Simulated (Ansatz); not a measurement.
A plane-wave DFT run in Ansatz 0.2.0 (scalar-relativistic PAW potentials unless the input names others): input and command.

```yaml
crystal:
  lattice:
    - [-1.6169876773, 1.775547, 2.2574536478]
    - [1.8360903227, -1.775547, 2.4192303522]
    - [1.6169876773, 1.775547, -2.2574536478]
  atoms:
    - { symbol: Sn, position: [0.0, 0.0, 0.0] }
basis:
  ecutwfc: 420
kpoints:
  mp_grid: { grid: [20, 20, 20] }
hamiltonian:
  xc: lda
scf:
  occupations: { method: fermi_dirac, width: 0.3 }
  n_extra_bands: 0
  max_iter: 50
output:
  forces: true
  eigenvalues: true
  stress: true
```

```bash
ansatz run input.yaml --threads 1 --pin off --max-ram 2560MiB --backend cpu --events-out ev --progress --plain --runs-dir out
```

**Question.** What will the program do with this input?

**Answer.** The program refuses it, because of too few bands (scf.n_extra_bands: not typed → 0). Also changed, but not at fault: scf.occupations: {"method": "gaussian", "width": 0.15} → {"method": "fermi_dirac", "width": 0.3}. With the sound run's settings it is accepted.

Abridged log:
```
Error: inconsistent input (scf.n_extra_bands, scf.occupations.method): n_bands = 7 leaves no empty band above the 7 bands per channel that the deck's 14 electrons occupy, and the occupations search for the Fermi level (a smearing at a finite width, or tetrahedra): a level found among occupied bands alone can fill a metal as an insulator; raise scf.n_extra_bands until at least 8 bands are solved (omitted, it auto-derives to 12) (see scf.n_extra_bands in the input reference)
```